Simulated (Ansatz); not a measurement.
## CuO under changes of volume

One of the cells (11.053 Å³/atom); the others are scaled copies at fixed shape and fractional positions:

```
CELL_PARAMETERS angstrom
1.99097 -2.15355 0.00000
1.99097 2.15355 0.00000
0.00000 0.00000 5.15593
ATOMIC_POSITIONS crystal
Cu 0.50000 0.00000 0.00000
Cu 0.00000 0.50000 0.50000
O 0.50000 0.50000 0.25000
O 0.50000 0.50000 0.75000
```

Measurements of this composition are mostly on another form, of space group No. 15.

| Quantity | Value |
| --- | --- |
| Program | Ansatz 0.2.0 |
| Functional | r2SCAN |
| Potentials or basis | Ansatz PAW |
| Cutoff | 500 eV (not typed: the program's choice for these potentials) |
| k mesh | 9 × 9 × 5 |
| Occupations | fermi-dirac, width 0.05 eV |
| Spin | no spin polarisation |

```tsv
volume (Å³/atom)	energy over the lowest point (meV/atom)	pressure (GPa)
10.390	?	?
10.611	0.14	2.0
10.832	0.00	-1.7
11.053	4.58	-4.9
11.274	13.34	-7.7
11.496	25.85	-10.3
11.717	41.68	-12.6
```

**Question.** What does the run at 10.390 Å³/atom give?

**Answer.** Energy over the lowest point 5.57 meV/atom; pressure 6.0 GPa.

Worked out: A Birch-Murnaghan fit of order 3 (a polynomial in V^(-2/3)) to the other rows has its minimum at 10.73 Å³/atom with B0 = V·E''(V) = 174 GPa and B' = 4.6 at fixed shape and positions, which overstates the stiffness. It gives 5.54 meV/atom at 10.390 Å³/atom, against the run's 5.57, and -dE/dV = 6.0 GPa, against 6.0.

Energies are extrapolated to zero smearing.

Caveats: the run has no spin polarisation, though such a crystal can be magnetic; the PAW data sets come from PBE, with cores solved anew for the run's functional, which leaves a small shift of forces and pressure.
